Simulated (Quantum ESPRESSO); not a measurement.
# TePb (Fm-3m) in Quantum ESPRESSO: a series of runs

Aim: see how the results for TePb move with the level of theory and the settings. Levels: BLYP, RPBE, vdW-DF-cx, PBE. Tasks: phonons.

All numbers are computed with Quantum ESPRESSO 7.5; they aren't measurements. Logs are shortened: lines on timing, memory, paths and dates and some standing lists are left out, and cuts for length are marked.

**The experiment to reproduce.**

A printed reference work, monograph reports, for a bulk crystal of TePb: high-frequency dielectric constant 36.9 at 77 K; high-frequency dielectric constant 32.8 at 300 K.

How close the calculation comes is told below.

### Step 1. The crystal as given

The structure is cubic, space group Fm-3m (No. 225). The conventional cell has a = 6.462 Å, b = 6.462 Å, c = 6.462 Å, α = 90.00°, β = 90.00°, γ = 90.00°. Pb (site symmetry m-3m) has 6 Te at 3.23 Å as nearest neighbours. Around Te (site symmetry m-3m) lie 6 Pb at 3.23 Å.

### Step 2. Phonons, BLYP

pw.in

```
&CONTROL
  calculation = 'scf'
  prefix = 'pwscf'
  outdir = './tmp'
  pseudo_dir = './pseudo'
  tprnfor = .true.
  tstress = .true.
  disk_io = 'low'
/
&SYSTEM
  ibrav = 0
  A = 4.56932402
  nat = 2
  ntyp = 2
  ecutwfc = 45
  ecutrho = 360
  nbnd = 16
  input_dft = 'blyp'
  occupations = 'smearing'
  smearing = 'fd'
  degauss = 0.00367493
/
&ELECTRONS
  conv_thr = 4d-10
  electron_maxstep = 120
  mixing_beta = 0.5
/
ATOMIC_SPECIES
Pb   207.2000 pb_pbe_v1.uspp.F.UPF
Te   127.6000 te_pbe_v1.uspp.F.UPF
CELL_PARAMETERS alat
   0.0000000000    0.7071067812    0.7071067812
   0.7071067812    0.0000000000    0.7071067812
   0.7071067812    0.7071067812    0.0000000000
ATOMIC_POSITIONS alat
Pb     0.0000000000    0.0000000000    0.0000000000
Te     0.7071067812    0.7071067812    0.7071067812
K_POINTS automatic
6 6 6 1 1 1
```

relax.in

```
&CONTROL
  calculation = 'vc-relax'
  prefix = 'pwscf'
  outdir = './tmp'
  pseudo_dir = './pseudo'
  tprnfor = .true.
  tstress = .true.
  disk_io = 'low'
  nstep = 40
  forc_conv_thr = 0.0001
  etot_conv_thr = 1d-06
/
&SYSTEM
  ibrav = 0
  A = 4.56932402
  nat = 2
  ntyp = 2
  ecutwfc = 45
  ecutrho = 360
  nbnd = 16
  input_dft = 'blyp'
  occupations = 'smearing'
  smearing = 'fd'
  degauss = 0.00367493
/
&ELECTRONS
  conv_thr = 4d-10
  electron_maxstep = 120
  mixing_beta = 0.5
/
&IONS
  ion_dynamics = 'bfgs'
/
&CELL
  cell_dynamics = 'bfgs'
  press = 0
  press_conv_thr = 0.2
/
ATOMIC_SPECIES
Pb   207.2000 pb_pbe_v1.uspp.F.UPF
Te   127.6000 te_pbe_v1.uspp.F.UPF
CELL_PARAMETERS alat
   0.0000000000    0.7071067812    0.7071067812
   0.7071067812    0.0000000000    0.7071067812
   0.7071067812    0.7071067812    0.0000000000
ATOMIC_POSITIONS alat
Pb     0.0000000000    0.0000000000    0.0000000000
Te     0.7071067812    0.7071067812    0.7071067812
K_POINTS automatic
6 6 6 1 1 1
```

gamma.in

```
&CONTROL
  calculation = 'bands'
  prefix = 'pwscf'
  outdir = './tmp'
  pseudo_dir = './pseudo'
  disk_io = 'low'
  verbosity = 'high'
/
&SYSTEM
  ibrav = 0
  A = 4.76140035
  nat = 2
  ntyp = 2
  ecutwfc = 45
  ecutrho = 360
  nbnd = 16
  input_dft = 'blyp'
  occupations = 'smearing'
  smearing = 'fd'
  degauss = 0.00367493
/
&ELECTRONS
  conv_thr = 1d-08
  electron_maxstep = 120
  mixing_beta = 0.5
  diago_full_acc = .true.
  startingwfc = 'random'
/
ATOMIC_SPECIES
Pb   207.2000 pb_pbe_v1.uspp.F.UPF
Te   127.6000 te_pbe_v1.uspp.F.UPF
CELL_PARAMETERS alat
   0.0000000000    0.7071067815    0.7071067815
   0.7071067815    0.0000000000    0.7071067815
   0.7071067815    0.7071067815    0.0000000000
ATOMIC_POSITIONS alat
Pb     0.0000000000    0.0000000000    0.0000000000
Te     0.7071067815    0.7071067815    0.7071067815
K_POINTS crystal
1
0.0 0.0 0.0 1
```

scf2.in

```
&CONTROL
  calculation = 'scf'
  prefix = 'pwscf'
  outdir = './tmp'
  pseudo_dir = './pseudo'
  tprnfor = .true.
  tstress = .true.
  disk_io = 'low'
/
&SYSTEM
  ibrav = 0
  A = 4.76140035
  nat = 2
  ntyp = 2
  ecutwfc = 45
  ecutrho = 360
  nbnd = 16
  input_dft = 'blyp'
  occupations = 'fixed'
/
&ELECTRONS
  conv_thr = 1d-13
  electron_maxstep = 120
  mixing_beta = 0.5
  startingpot = 'file'
/
ATOMIC_SPECIES
Pb   207.2000 pb_pbe_v1.uspp.F.UPF
Te   127.6000 te_pbe_v1.uspp.F.UPF
CELL_PARAMETERS alat
   0.0000000000    0.7071067815    0.7071067815
   0.7071067815    0.0000000000    0.7071067815
   0.7071067815    0.7071067815    0.0000000000
ATOMIC_POSITIONS alat
Pb     0.0000000000    0.0000000000    0.0000000000
Te     0.7071067815    0.7071067815    0.7071067815
K_POINTS automatic
6 6 6 1 1 1
```

ph.in

```
phonons of TePb
&INPUTPH
  prefix = 'pwscf'
  outdir = './tmp'
  tr2_ph = 1d-18
  fildyn = 'dyn'
  niter_ph = 90
  alpha_mix(1) = 0.7
  epsil = .true.
/
0.0000000000 0.0000000000 0.0000000000
```

dynmat.in

```
&INPUT
  fildyn = 'dyn'
  asr = 'crystal'
  lperm = .true.
  filout = 'dynmat.disp'
  fileig = 'dynmat.eig'
/
```

dynmat_lo.in

```
&INPUT
  fildyn = 'dyn'
  asr = 'crystal'
  filout = 'dynmat_lo.disp'
  fileig = 'dynmat_lo.eig'
  q(1) = 0
  q(2) = 0
  q(3) = 1
/
```

Potentials or basis: GBRV 1.5 PBE.

On the command line:

```
$ OMP_NUM_THREADS=1 mpirun -n 4 pw.x -nk 4 -in pw.in > pw.out
$ OMP_NUM_THREADS=1 mpirun -n 4 pw.x -nk 4 -in relax.in > relax.out
$ OMP_NUM_THREADS=1 mpirun -n 4 pw.x -in gamma.in > gamma.out
$ OMP_NUM_THREADS=1 mpirun -n 4 pw.x -nk 4 -in scf2.in > scf2.out
$ OMP_NUM_THREADS=1 mpirun -n 4 ph.x -nk 4 -in ph.in > ph.out
$ OMP_NUM_THREADS=1 mpirun -n 1 dynmat.x -in dynmat.in > dynmat.out
$ OMP_NUM_THREADS=1 mpirun -n 1 dynmat.x -in dynmat_lo.in > dynmat_lo.out
```

pw.out:

```text
This program is part of the open-source Quantum ESPRESSO suite
     for quantum simulation of materials; please cite
         "P. Giannozzi et al., J. Phys.:Condens. Matter 21 395502 (2009);
         "P. Giannozzi et al., J. Phys.:Condens. Matter 29 465901 (2017);
         "P. Giannozzi et al., J. Chem. Phys. 152 154105 (2020);
     in publications or presentations arising from this work. More details at

     IMPORTANT: XC functional enforced from input :
     Exchange-correlation= BLYP
                           (   1   3   1   3   0   0   0)
     Any further DFT definition will be discarded
     Please, verify this is what you really want

     Message from routine setup:
     using ibrav=0 with symmetry is DISCOURAGED, use correct ibrav instead

     K-points division:     npool     =       4
     Subspace diagonalization in iterative solution of the eigenvalue problem:
     a serial algorithm will be used

     G-vector sticks info
     --------------------
     sticks:   dense  smooth     PW     G-vecs:    dense   smooth      PW
     Sum        1843     925    283                52345    18499    3119

     Using Slab Decomposition

     bravais-lattice index     =            0
     lattice parameter (alat)  =       8.6348  a.u.
     unit-cell volume          =     455.2369 (a.u.)^3
     number of atoms/cell      =            2
     number of atomic types    =            2
     number of electrons       =        20.00
     number of Kohn-Sham states=           16
     kinetic-energy cutoff     =      45.0000  Ry
     charge density cutoff     =     360.0000  Ry
     scf convergence threshold =      4.0E-10
     mixing beta               =       0.5000
     number of iterations used =            8  plain     mixing
     Exchange-correlation= BLYP
                           (   1   3   1   3   0   0   0)

     celldm(1)=   8.634771  celldm(2)=   0.000000  celldm(3)=   0.000000
     celldm(4)=   0.000000  celldm(5)=   0.000000  celldm(6)=   0.000000

     crystal axes: (cart. coord. in units of alat)
               a(1) = (   0.000000   0.707107   0.707107 )
               a(2) = (   0.707107   0.000000   0.707107 )
               a(3) = (   0.707107   0.707107   0.000000 )

     reciprocal axes: (cart. coord. in units 2 pi/alat)
               b(1) = ( -0.707107  0.707107  0.707107 )
               b(2) = (  0.707107 -0.707107  0.707107 )
               b(3) = (  0.707107  0.707107 -0.707107 )

     PseudoPot. # 1 for Pb read from file:
     pb_pbe_v1.uspp.F.UPF
     Pseudo is Ultrasoft + core correction, Zval = 14.0
     Generated by new atomic code, or converted to UPF format
     Using radial grid of  899 points,  6 beta functions with:
                l(1) =   0
                l(2) =   0
                l(3) =   1
                l(4) =   1
                l(5) =   2
                l(6) =   2
     Q(r) pseudized with  6 coefficients,  rinner =    1.000   1.000   1.000
                                                       1.000   1.000

     PseudoPot. # 2 for Te read from file:
     te_pbe_v1.uspp.F.UPF
     Pseudo is Ultrasoft + core correction, Zval =  6.0
     Generated by new atomic code, or converted to UPF format
     Using radial grid of  891 points,  5 beta functions with:
                l(1) =   0
                l(2) =   0
                l(3) =   1
                l(4) =   1
                l(5) =   2
     Q(r) pseudized with  6 coefficients,  rinner =    1.800   1.800   1.800
                                                       1.800   1.800

     atomic species   valence    mass     pseudopotential
     Pb               14.00   207.20000     Pb( 1.00)
     Te                6.00   127.60000     Te( 1.00)

     48 Sym. Ops., with inversion, found

   Cartesian axes

     site n.     atom                  positions (alat units)
         1        Pb     tau(   1) = (   0.0000000   0.0000000   0.0000000  )
         2        Te     tau(   2) = (   0.7071068   0.7071068   0.7071068  )

     number of k points=    28  Fermi-Dirac smearing, width (Ry)=  0.0037
                       cart. coord. in units 2pi/alat
        k(    1) = (   0.0589256   0.0589256   0.0589256), wk =   0.0185185
        k(    2) = (   0.1767767   0.1767767  -0.0589256), wk =   0.0555556
        k(    3) = (   0.2946278   0.2946278  -0.1767767), wk =   0.0555556
        k(    4) = (  -0.2946278  -0.2946278   0.4124790), wk =   0.0555556
        k(    5) = (  -0.1767767  -0.1767767   0.2946278), wk =   0.0555556
        k(    6) = (  -0.0589256  -0.0589256   0.1767767), wk =   0.0555556
[... 20 lines left out ...]
        k(   27) = (   0.2946278   0.2946278   0.2946278), wk =   0.0185185
        k(   28) = (  -0.2946278  -0.2946278   0.8838835), wk =   0.0555556

     Dense  grid:    52345 G-vectors     FFT dimensions: (  54,  54,  54)

     Smooth grid:    18499 G-vectors     FFT dimensions: (  40,  40,  40)

     Initial potential from superposition of free atoms

     starting charge      19.9974, renormalised to      20.0000

     negative rho (up, down):  1.582E-02 0.000E+00
     Starting wfcs are   13 randomized atomic wfcs +    3 random wfcs

     Self-consistent Calculation

     iteration #  1     ecut=    45.00 Ry     beta= 0.50
     Davidson diagonalization with overlap
     ethr =  1.00E-02,  avg # of iterations =  6.1

     Threshold (ethr) on eigenvalues was too large:
     Diagonalizing with lowered threshold

     Davidson diagonalization with overlap
     ethr =  2.21E-04,  avg # of iterations =  3.2

     negative rho (up, down):  1.512E-02 0.000E+00

     total energy              =    -190.11806840 Ry
     estimated scf accuracy    <       0.04386759 Ry

     iteration #  2     ecut=    45.00 Ry     beta= 0.50
     Davidson diagonalization with overlap
     ethr =  2.19E-04,  avg # of iterations =  2.4
[... 69 lines left out ...]
     iteration # 10     ecut=    45.00 Ry     beta= 0.50
     Davidson diagonalization with overlap
     ethr =  6.94E-11,  avg # of iterations =  2.9

     negative rho (up, down):  1.462E-02 0.000E+00

     End of self-consistent calculation

          k = 0.0589 0.0589 0.0589 (  2307 PWs)   bands (ev):

    -8.8630  -8.8630  -8.8505  -8.8498  -8.8498  -4.0566   1.9607   6.5774
     6.5774   6.6711  11.6114  11.6815  11.6815  13.8256  14.0060  14.0060

          k = 0.1768 0.1768-0.0589 (  2315 PWs)   bands (ev):

    -8.8681  -8.8654  -8.8499  -8.8462  -8.8435  -3.7464   1.1585   6.1387
     6.9188   7.3175  10.1125  10.2823  11.7206  13.8428  14.3299  14.6909

          k = 0.2946 0.2946-0.1768 (  2324 PWs)   bands (ev):

    -8.8736  -8.8735  -8.8479  -8.8377  -8.8362  -3.0619  -0.1303   6.1342
     7.1000   7.7276   9.0305   9.2927  10.7051  14.6920  14.8836  15.6340

          k =-0.2946-0.2946 0.4125 (  2326 PWs)   bands (ev):

    -8.8783  -8.8738  -8.8474  -8.8349  -8.8331  -2.6630  -0.7104   6.5264
     6.7769   7.3636   9.2238   9.4979   9.8806  14.6922  15.8021  17.2133

          k =-0.1768-0.1768 0.2946 (  2326 PWs)   bands (ev):
[... 6 lines left out ...]
    -8.8679  -8.8619  -8.8515  -8.8470  -8.8465  -3.8996   1.5502   6.3582
     6.3993   7.3139  10.1532  11.6781  11.7287  13.3355  14.6021  14.7000

          k = 0.2946 0.0589 0.0589 (  2318 PWs)   bands (ev):

    -8.8784  -8.8597  -8.8535  -8.8417  -8.8409  -3.5972   1.0395   6.0117
     6.0452   7.2543   9.7432  11.8572  11.9352  12.7528  14.6902  15.7491

          k = 0.4125 0.1768-0.0589 (  2323 PWs)   bands (ev):

    -8.8894  -8.8619  -8.8523  -8.8363  -8.8344  -3.0584   0.2767   5.3955
     5.9230   6.5149  10.6139  11.0067  12.1147  13.1721  14.6913  16.7446

          k =-0.1768-0.4125 0.5303 (  2320 PWs)   bands (ev):

    -8.8911  -8.8678  -8.8458  -8.8377  -8.8309  -2.4985  -0.4965   5.0717
     5.5119   7.1275   9.6091  11.3948  11.9652  14.4860  14.6923  16.0183

          k =-0.0589-0.2946 0.4125 (  2321 PWs)   bands (ev):

    -8.8846  -8.8687  -8.8464  -8.8378  -8.8350  -2.8278  -0.1440   4.9940
     6.2170   7.4469   9.3176  10.4823  12.3846  14.3109  14.6917  16.2338

          k = 0.0589-0.1768 0.2946 (  2318 PWs)   bands (ev):

    -8.8761  -8.8646  -8.8506  -8.8418  -8.8392  -3.4526   0.6669   5.7713
     6.7199   7.4106   9.5018  10.4090  11.8839  13.4920  14.6912  15.3184

          k = 0.5303 0.0589 0.0589 (  2329 PWs)   bands (ev):

    -8.9092  -8.8579  -8.8542  -8.8298  -8.8292  -2.7568   0.4012   4.4761
     5.3716   5.4121  11.7644  12.7183  12.7217  13.0019  14.6907  17.8591

          k =-0.0589-0.5303 0.6482 (  2320 PWs)   bands (ev):

    -8.9124  -8.8570  -8.8548  -8.8308  -8.8262  -2.3977   0.0439   3.8190
     4.9542   6.0477  11.4741  12.1330  13.4063  13.9265  14.6911  17.0798

          k = 0.0589-0.4125 0.5303 (  2318 PWs)   bands (ev):

    -8.8975  -8.8655  -8.8451  -8.8386  -8.8296  -2.3824  -0.3923   4.2904
     5.3380   7.0034   9.9058  11.7620  13.1654  14.3924  14.6918  15.5568

          k = 0.1768-0.2946 0.4125 (  2328 PWs)   bands (ev):

    -8.8818  -8.8709  -8.8468  -8.8370  -8.8335  -2.7521  -0.4352   5.7536
     6.3701   7.3491   9.2615  10.1535  11.1027  14.6918  14.7426  16.7304

          k =-0.6482 0.0589 0.0589 (  2317 PWs)   bands (ev):

    -8.9192  -8.8590  -8.8527  -8.8265  -8.8260  -2.4669   0.3454   3.6549
     5.2187   5.2550  11.6141  13.0166  13.0926  14.2500  14.6908  18.3865

          k =-0.5303 0.1768-0.0589 (  2328 PWs)   bands (ev):

    -8.9033  -8.8590  -8.8539  -8.8326  -8.8294  -2.6570   0.0742   4.6291
     5.1131   6.2019  11.1458  12.1687  12.6314  13.2234  14.6913  17.4390

          k =-0.4125 0.0589 0.0589 (  2324 PWs)   bands (ev):

    -8.8935  -8.8569  -8.8558  -8.8354  -8.8346  -3.1864   0.6297   5.6459
     5.6534   5.8643  11.1613  11.9892  12.2993  12.5088  14.6905  17.0638

          k = 0.1768 0.1768 0.1768 (  2316 PWs)   bands (ev):

    -8.8685  -8.8685  -8.8493  -8.8426  -8.8426  -3.5979   0.7822   6.7299
     6.7299   7.2389  10.1034  10.3310  10.3310  14.1925  14.6919  14.9831

          k = 0.2946 0.2946 0.0589 (  2327 PWs)   bands (ev):
[... 21 lines left out ...]
    -8.8964  -8.8651  -8.8469  -8.8380  -8.8295  -2.5004  -0.2756   4.6918
     4.9407   7.3149   9.5921  12.1608  12.6680  14.1738  14.6918  15.8821

          k =-0.0589-0.2946 0.6482 (  2309 PWs)   bands (ev):

    -8.9042  -8.8627  -8.8473  -8.8385  -8.8262  -2.3173  -0.2342   4.1286
     4.5379   7.2206   9.8670  12.7661  13.3933  14.2117  14.6915  15.4875

          k =-0.7660 0.1768 0.1768 (  2320 PWs)   bands (ev):

    -8.9058  -8.8606  -8.8512  -8.8323  -8.8288  -2.3685  -0.2115   3.9824
     5.6579   5.8721  11.4576  11.5782  13.2609  13.6341  14.6915  17.0528

          k = 0.2946 0.2946 0.2946 (  2334 PWs)   bands (ev):

    -8.8746  -8.8746  -8.8482  -8.8348  -8.8348  -2.8603  -0.5161   6.9844
     6.9844   7.7765   8.9463   9.2863   9.2863  14.6920  15.8077  16.6815

          k =-0.2946-0.2946 0.8839 (  2324 PWs)   bands (ev):

    -8.8838  -8.8715  -8.8453  -8.8367  -8.8332  -2.5719  -0.6130   5.3759
     6.5680   6.9799   9.7435   9.8370  11.4822  14.6921  15.4717  16.1921

     the Fermi energy is     8.3765 ev

!    total energy              =    -190.13017171 Ry
     estimated scf accuracy    <          1.1E-11 Ry
     smearing contrib. (-TS)   =      -0.00000003 Ry
     internal energy E=F+TS    =    -190.13017168 Ry

     The total energy is F=E-TS. E is the sum of the following terms:
     one-electron contribution =     -45.95061359 Ry
     hartree contribution      =      35.18879911 Ry
     xc contribution           =     -77.27014711 Ry
     ewald contribution        =    -102.09821009 Ry

     convergence has been achieved in  10 iterations

     negative rho (up, down):  1.462E-02 0.000E+00

     Forces acting on atoms (cartesian axes, Ry/au):

     atom    1 type  1   force =     0.00000000    0.00000000   -0.00000000
     atom    2 type  2   force =    -0.00000000   -0.00000000    0.00000000

     Total force =     0.000000     Total SCF correction =     0.000000

     Computing stress (Cartesian axis) and pressure

     negative rho (up, down):  1.462E-02 0.000E+00
          total   stress  (Ry/bohr**3)                   (kbar)     P=       52.50
   0.00035688  -0.00000000  -0.00000000           52.50       -0.00       -0.00
  -0.00000000   0.00035688   0.00000000           -0.00       52.50        0.00
  -0.00000000   0.00000000   0.00035688           -0.00        0.00       52.50

=------------------------------------------------------------------------------=
   JOB DONE.
=------------------------------------------------------------------------------=
```

Run time: 3.9 min. Hardware: 4 MPI ranks of Intel Xeon Platinum 8488C (Sapphire Rapids), shared host; peak memory 0.8 GiB.

What came out:

```yaml
Free_energy: -2586.9845 eV
Relaxed_volume: 38.16 Å³/atom
Relaxed_cell: a = 4.761 Å, b = 4.761 Å, c = 4.761 Å, α = 60.00°, β = 60.00°, γ = 60.00°
Space_group_after_relaxing_to_0.05_Å: Fm-3m (No. 225)
Pressure_after_relaxing: 0.0 GPa
Electronic_dielectric_tensor_diagonal: 24.32
Born_charges_mean_of_the_diagonal: Pb +5.82; Te -5.81 e
Highest_phonon_frequency_at_Γ_LO-TO_splitting_left_out: 17 cm⁻¹
Most_unstable_mode: 37i cm⁻¹
```

Step by step:
| step | energy change (eV) | largest force (eV/Å) | pressure (GPa) | volume (Å³) |
| --- | --- | --- | --- | --- |
| 1 | 0.0000 | 0.0000 | 5.25 | 67.46 |
| 2 | -0.0517 | 0.0000 | 3.88 | 69.28 |
| 3 | -0.0923 | 0.0000 | 2.54 | 71.32 |
| 4 | -0.1248 | 0.0000 | 0.84 | 74.46 |
| 5 | -0.1295 | 0.0000 | 0.09 | 76.12 |
| 6 | -0.1296 | 0.0000 | 0.00 | 76.32 |
| 7 | -0.1296 | 0.0000 | 0.00 | 76.33 |

Final structure:
```
Pb Te
1.0
     0.00000    3.36682    3.36682
     3.36682    0.00000    3.36682
     3.36682    3.36682    0.00000
Pb Te
1 1
Cartesian
  0.0000 0.0000 0.0000
  3.3668 3.3668 3.3668
```

Phonon frequencies in cm⁻¹ (negative: imaginary):
| q point | frequencies |
| --- | --- |
| (0.000, 0.000, 0.000) | -37 -37 -37 17 17 17 |

Electronic dielectric tensor:
```
24.32  0.00  0.00
 0.00 24.32  0.00
 0.00  0.00 24.32
```

Born effective charge tensors (e):
atom 1, Pb
```
5.82 0.00 0.00
0.00 5.82 0.00
0.00 0.00 5.82
```
atom 2, Te
```
-5.81  0.00  0.00
 0.00 -5.81  0.00
 0.00  0.00 -5.81
```

Optical modes at Γ, degenerate ones joined, polar ones without the macroscopic field:
| cm⁻¹ | components | symmetry | active in | IR intensity, summed ((D/Å)²/amu) |
| --- | --- | --- | --- | --- |
| 35i | 3 | T1u | IR | 29.64 |

Zone-centre frequencies without and with the macroscopic field along z (cm⁻¹):
|  | optical modes in rising order |
| --- | --- |
| without | 35i 35i 35i |
| with the field | 35i 35i 100 |

Caveat: the potentials were made for another functional, which shifts forces and pressure; some modes are imaginary.

[end of part 1 of 5]
